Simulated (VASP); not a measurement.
# Settings for TiAl₃: self-consistent run

TiAl₃, Pmm2 (no. 25), 4 atoms in the cell. RevPBE; PAW potentials Ti_sv, Al (PBE set). VASP 6.6.1.

Wanted: energy within 0.2 meV/atom; Fermi level within 0.005 eV.

What the run is for: comparing ways to start; Accuracy asked: tight.

POSCAR:
```
TiAl3
1.0
    2.8396770000      0.0000000000      0.0000000000
    0.0000000000      4.6812640000      0.0000000000
    0.0000000000      0.0000000000      4.9007420000
Ti Al
1 3
Direct
    0.0000000000      0.5000000000      0.1659160000
    0.0000000000      0.0000000000      0.8359000000
    0.5000000000      0.0000000000      0.3309120000
    0.5000000000      0.5000000000      0.6672710000
```

## How the run starts (with a second run first, the time holds both)

| How the run starts (with a second run first, the time holds both) | Energy less reference (meV/atom) | Fermi level (eV) | Time (s) |
|---|---|---|---|
| from scratch: 14 SCF iterations | 0.00 | 8.1372 | 39 |
| density of a coarse mesh (ICHARG 1): 14 + 11 SCF iterations | 0.00 | 8.1373 | 36 |
| orbitals of a lower cutoff (ISTART 1): 14 + 7 SCF iterations | 0.00 | 8.1373 | 43 |
| orbitals of a loose run: 10 + 5 SCF iterations | 0.00 | 8.1370 | 32 |

Chosen: from scratch: 14 SCF iterations; no other choice that stays within the tolerance saves 30 % of the time.

The chosen settings are those of the reference run.

## The input

INCAR:
```
  GGA = RE
  ISMEAR = 1
  SIGMA = 0.1
  LWAVE = F
  LCHARG = F
  ISIF = 2
  PREC = Accurate
  LASPH = T
  LREAL = F
  ALGO = Normal
  EDIFF = 1E-6
  NELM = 120
  GGA_COMPAT = F
  ENCUT = 400
```

KPOINTS:
```
k-points
0
Gamma
  12 7 7
```

Commands:
```
cat potpaw_PBE.64/Ti_sv/POTCAR potpaw_PBE.64/Al/POTCAR > POTCAR
mpirun -np 1 vasp_std > vasp.out
```

The chosen input took VASP 6.6.1 39 s on 1 core (AMD EPYC 9R14 (Zen 4)), a shared host.

## An input that fails: restart asked without its files

VASP's message: ERROR: charge density could not be read from file CHGCAR for ICHARG>10.

Changes against the starting input:
```
- NELM = 120
+ NELM = 60
+ ICHARG = 11
```
